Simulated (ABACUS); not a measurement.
Crystal: GaP.

```
Ga P
1.0
     0.00000    2.72525    2.72525
     2.72525    0.00000    2.72525
     2.72525    2.72525    0.00000
Ga P
1 1
Cartesian
  0.0000 0.0000 0.0000
  4.0879 4.0879 4.0879
```

Base run:

| Property | Result |
| --- | --- |
| Program | ABACUS 3.10.1 |
| Functional | MS2 |
| Potentials or basis | SG15 ONCV 1.2 PBE |
| Cutoff | 1279 eV |
| Density cutoff | 5116 eV |
| Basis | plane waves |
| k mesh | 5 × 5 × 5 |
| Occupations | fermi-dirac, width 0.05 eV |
| Spin | no spin polarisation |

Its results: band gap on the k mesh 2.13 eV, indirect (least direct gap 2.73 eV); pressure 41.5 GPa.

The run is repeated on the same cell with these changes: functional from MS2 to M06-L. What comes out?

Band gap on the k mesh 1.75 eV, indirect (least direct gap 2.05 eV); pressure -0.1 GPa.

Caveats: the potentials were made for another functional, which shifts forces and pressure; an odd mesh through Γ misses points on the zone boundary, where band edges often lie; a pressure of tens of GPa on the cell as given is suspect, and the run, the potentials or the cell itself is likely at fault (some runs).

Not every run made on this cell is shown here.
